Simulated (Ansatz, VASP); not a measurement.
**Two plane-wave programs on ZnO**

```
Zn O
1.0
     2.84905    0.00000    0.00000
    -1.42453    2.46735    0.00000
     0.00000    0.00000    3.44934
Zn O
1 1
Direct
  0.00000 0.00000 0.00000
  0.00000 0.00000 0.50000
```

Alike in both runs: task single point; functional PBE; k mesh 6 × 6 × 6; occupations gaussian, width 0.1 eV; collinear spin.

|  | VASP | Ansatz |
| --- | --- | --- |
| version | VASP 6.6.1 | Ansatz 0.2.0 |
| potentials or method | VASP PAW PBE potentials, release 64 (Zn, O) | scalar-relativistic, plane waves, PAW |
| plane-wave cutoff (eV) | 520 | 420 |
| valence electrons in the cell | 18 | 18 |

Ansatz gave:

```
gap on the k mesh at the Fermi level (eV)       : none
pressure (GPa)                                  : 17.0
largest component of the traceless stress (GPa) : 10.16
net moment per atom (μB)                        : 0.00
```

Problem. Estimate VASP's values.

Solution. gap on the k mesh at the Fermi level (eV): none; pressure (GPa): 18.6; largest component of the traceless stress (GPa): 7.07; net moment per atom (μB): 0.00.

A gap of «none» marks a metal or a gap that the smearing closes. Ansatz warned: «seeded_moment_not_kept».

Caveats: the k mesh is coarse (spacing up to 0.42 Å⁻¹), so the values aren't converged; so large a pressure means that the cell lies far from this level's equilibrium, or that cutoff or potentials fall short (VASP).
